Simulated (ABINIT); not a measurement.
# AlAu (Pm-3m) in ABINIT: optical spectrum with PBEsol

Aim: the optical spectrum of AlAu with PBEsol.

All numbers are computed with ABINIT 10.8.3 (patched build); they aren't measurements. Logs are shortened: lines on timing, memory, paths and dates and some standing lists are left out, and cuts for length are marked. The log counts tension as positive stress, the text compression.

## Step 1: The undisturbed crystal

Symmetry: Pm-3m, No. 221, cubic system. The conventional cell has a = 3.224 Å, b = 3.224 Å, c = 3.224 Å, α = 90.00°, β = 90.00°, γ = 90.00°. Au (site symmetry m-3m) is surrounded by 8 Al at 2.79 Å. Al (site symmetry m-3m) is surrounded by 8 Au at 2.79 Å.

The cell comes from a database or a generator and needn't be the stable form of this composition.

## Step 2: Optical spectrum, PBEsol (cell relaxed at zero pressure by an earlier run)

run.abi reads:

```
# Datasets
ndtset 3

# Pseudopotentials
pp_dirpath "./"
pseudos "Au.upf, Al.upf"

# Structure
acell 6.0036711607 6.0036711607 6.0036711607
rprim
     1.0000000000     0.0000000000     0.0000000000
     0.0000000000     1.0000000000     0.0000000000
     0.0000000000     0.0000000000     1.0000000000
ntypat 2
znucl 79 13
natom 2
typat 1 2
chkprim 0
chksymtnons 0
tolsym 1.0e-6
xred
            1/2            1/2            1/2
            0.0            0.0            0.0

# Plane-wave basis
ecut 38.0
ecutsm 0.5

# k points
ngkpt 12 12 12
nshiftk 1
shiftk 0.5 0.5 0.5
istwfk *1

# Exchange and correlation
ixc -116133

# Bands and occupations
occopt 3
tsmear 0.2 eV

# SCF cycle
nstep 80

# Output
iomode 3
prteig 0
prtebands 0

# Dataset 1: ground state
nband1 15
tolvrs1 1.0e-12
prtden1 1
prtwf1 0
kptopt1 1

# Dataset 2: empty bands at fixed density
iscf2 -3
getden2 1
nband2 27
nbdbuf2 4
tolwfr2 1.0e-12
nstep2 120
prtden2 0
kptopt2 1

# Dataset 3: wave functions and velocity matrix elements in the full zone
optdriver3 8
wfk_task3 "wfk_optics_fullbz"
getwfk3 2
nband3 23
kptopt3 1
prtevk3 1
inclvkb3 2
```

optic.abi reads:

```
&FILES
 ddkfile_1 = 'runo_DS3_1_EVK.nc',
 ddkfile_2 = 'runo_DS3_2_EVK.nc',
 ddkfile_3 = 'runo_DS3_3_EVK.nc',
 wfkfile = 'runo_DS3_WFK.nc'
/
&PARAMETERS
 broadening = 0.007350,
 domega = 0.002,
 maxomega = 0.8,
 scissor = 0.000000,
 tolerance = 0.002
/
&COMPUTATIONS
 num_lin_comp = 1,
 lin_comp = 11,
 num_nonlin_comp = 0
/
```

Potentials or basis: PseudoDojo NC SR PBEsol v0.4.1 standard.

Started as:

```console
> abinit run.abi > log 2>&1
> optic optic.abi > optic.log 2>&1
```

run.abo:

```text
.Version 10.8.3 of ABINIT
 DATASET    1 : space group Pm -3 m (#221); Bravais cP (primitive cubic)
================================================================================
 Values of the parameters that define the memory need for DATASET  1.
     intxc =       0    ionmov =       0      iscf =       7    lmnmax =       7
     lnmax =       7     mgfft =      36  mpssoang =       4    mqgrid =    3001
     natom =       2  nloc_mem =       1    nspden =       1   nspinor =       1
    nsppol =       1      nsym =      48    n1xccc =    2501    ntypat =       2
    occopt =       3   xclevel =       2
       mpw =        2442          nfft =       46656          nkpt =          56
================================================================================
================================================================================
[... 13 lines left out ...]
 DATASET    3 : space group Pm -3 m (#221); Bravais cP (primitive cubic)
================================================================================
 Values of the parameters that define the memory need for DATASET  3.
     intxc =       0    ionmov =       0      iscf =       7    lmnmax =       7
     lnmax =       7     mgfft =      36  mpssoang =       4    mqgrid =    3001
     natom =       2  nloc_mem =       1    nspden =       1   nspinor =       1
    nsppol =       1      nsym =      48    n1xccc =    2501    ntypat =       2
    occopt =       3   xclevel =       2
       mpw =        2442          nfft =       46656          nkpt =          56
================================================================================
================================================================================

--------------------------------------------------------------------------------
------------- Echo of variables that govern the present computation ------------
--------------------------------------------------------------------------------
 -outvars: echo values of preprocessed input variables --------
            acell      6.0036711607E+00  6.0036711607E+00  6.0036711607E+00 Bohr
              amu      1.96966540E+02  2.69815390E+01
          chkprim           0
      chksymtnons           0
             ecut      3.80000000E+01 Hartree
           ecutsm      5.00000000E-01 Hartree
           getden1          0
           getden2          1
           getden3          0
           getwfk1          0
           getwfk2          0
           getwfk3          2
             iscf1          7
             iscf2         -3
             iscf3          7
              ixc     -116133
           jdtset        1    2    3
                       outvar_i_n : Printing only first  50 k-points.
         kptrlatt       12    0    0      0   12    0      0    0   12
          kptrlen      7.20440539E+01
            natom           2
            nband1         15
            nband2         27
            nband3         23
           nbdbuf1          0
           nbdbuf2          4
           nbdbuf3          0
           ndtset           3
            ngfft          36      36      36
             nkpt          56
[... 300 lines left out ...]
 Eigenvalues (hartree) for nkpt=  56  k points:
 kpt#   1, nband= 27, wtk=  0.00463, kpt=  0.0417  0.0417  0.0417 (reduced coord)
  -3.50119   -1.71055   -1.71055   -1.71055    0.00715    0.18349    0.18349    0.25622
   0.25672    0.25672    0.53210    0.53579    0.53579    0.71448    0.71833    0.71833
   1.02178    1.02178    1.03622    1.05283    1.09627    1.09627    1.15138    1.15138
   1.17481    1.28101    1.28101
      occupation numbers for kpt#   1
   2.00000    2.00000    2.00000    2.00000    2.00000    2.00000    2.00000    2.00000
   2.00000    2.00000    0.00000    0.00000    0.00000    0.00000    0.00000    0.00000
   0.00000    0.00000    0.00000    0.00000    0.00000    0.00000    0.00000    0.00000
   0.00000    0.00000    0.00000
 prteigrs : prtvol=0 or 1, do not print more k-points.

--- !EnergyTerms
iteration_state     : {dtset: 2, }
comment             : Components of total free energy in Hartree
kinetic             :  4.32507187602845E+01
hartree             :  3.75401061366806E+01
xc                  : -2.62250775393879E+01
Ewald energy        : -9.50435772916276E+01
psp_core            :  3.34522784899694E+00
local_psp           : -1.15441604138134E+02
non_local_psp       :  2.81273396527957E+00
internal            : -1.49761472257908E+02
'-kT*entropy'       : -3.47219764510316E-03
total_energy        : -1.49764944455553E+02
...

--- !EnergyTermsDC
iteration_state     : {dtset: 2, }
comment             : '"Double-counting" decomposition of free energy'
band_energy         : -1.40375328598073E+01
Ewald energy        : -9.50435772916276E+01
psp_core            :  3.34522784899694E+00
xc_dc               : -4.40255899740591E+01
internal            : -1.49761472276497E+02
'-kT*entropy'       : -3.47219764510316E-03
total_energy_dc     : -1.49764944474142E+02
...

================================================================================
== DATASET  3 ==================================================================

--- !DatasetInfo
iteration_state: {dtset: 3, }
dimensions: {natom: 2, nkpt: 56, mband: 23, nsppol: 1, nspinor: 1, nspden: 1, mpw: 2442, }
cutoff_energies: {ecut:  38.0, pawecutdg:  -1.0, }
electrons: {nelect:   2.20000000E+01, charge:   0.00000000E+00, occopt:   3.00000000E+00, tsmear:   7.34986444E-03, }
meta: {optdriver: 8, wfk_task: 7, }
...

 mkfilename : getwfk/=0, take file _WFK from output of DATASET   2.

--------------------------------------------------------------------------------

 Computation of velocity matrix elements (DDK)

 Parameters extracted from the Abinit header:
    ecut:     38.0
    nkpt:    1728
    mband:   27
    nsppol:  1
    nspinor: 1
    useylm:  0
    inclvkb: 2
    bmin: 1, bmax: 27
    Computing diagonal and off-diagonal matrix elements
    Between band index bmin: 1, bmax: 27

== END DATASET(S) ==============================================================
================================================================================

 -outvars: echo values of variables after computation  --------
            acell      6.0036711607E+00  6.0036711607E+00  6.0036711607E+00 Bohr
           etotal1    -1.4976494447E+02
           etotal2    -1.4976494447E+02
           etotal3     0.0000000000E+00
            fcart1    -0.0000000000E+00 -0.0000000000E+00 -0.0000000000E+00
                      -0.0000000000E+00 -0.0000000000E+00 -0.0000000000E+00
            fcart3     0.0000000000E+00  0.0000000000E+00  0.0000000000E+00
                       0.0000000000E+00  0.0000000000E+00  0.0000000000E+00
           strten1    -3.6451009548E-06 -3.6451009548E-06 -3.6451009548E-06
                       0.0000000000E+00  0.0000000000E+00  0.0000000000E+00
           strten3     0.0000000000E+00  0.0000000000E+00  0.0000000000E+00
                       0.0000000000E+00  0.0000000000E+00  0.0000000000E+00
           xangst      1.5885029789E+00  1.5885029789E+00  1.5885029789E+00
                       0.0000000000E+00  0.0000000000E+00  0.0000000000E+00
             xred      5.0000000000E-01  5.0000000000E-01  5.0000000000E-01
                       0.0000000000E+00  0.0000000000E+00  0.0000000000E+00
 Calculation completed.
```

It took 6.5 min on 1 thread of Intel Xeon Platinum 8259CL at 2.50GHz (Skylake/Cascade Lake), shared host; peak memory 1.9 GiB.

What came out:

```yaml
Free_energy: -4075.3118 eV
Pressure: 0.1 GPa
```

Dielectric function (mean over the directions given):
```csv
energy (eV),real part,imaginary part
0.33,83.91,139.01
0.98,-24.18,67.59
1.63,-15.70,18.81
2.29,-6.00,10.82
2.94,-7.08,7.64
3.70,-1.33,2.87
4.35,0.60,3.66
5.01,0.76,3.77
5.66,1.48,3.34
6.31,1.69,4.21
7.08,1.41,4.55
7.73,0.62,4.68
8.38,-0.21,3.87
9.03,-0.26,3.19
9.69,0.04,3.17
10.45,-0.55,2.63
11.10,0.14,2.46
11.76,-0.05,2.40
12.41,-0.40,2.28
13.06,-0.51,1.74
13.82,-0.13,1.37
14.48,-0.14,1.52
15.13,-0.14,1.38
15.78,-0.15,1.21
16.44,-0.21,1.11
17.20,0.12,0.80
17.85,0.21,0.94
18.50,0.14,0.81
19.16,0.40,0.70
19.92,0.36,0.88
```

Caveat: the intraband (Drude) term is left out; spectra need much finer meshes, so this one isn't converged; independent-particle spectra lack excitons.
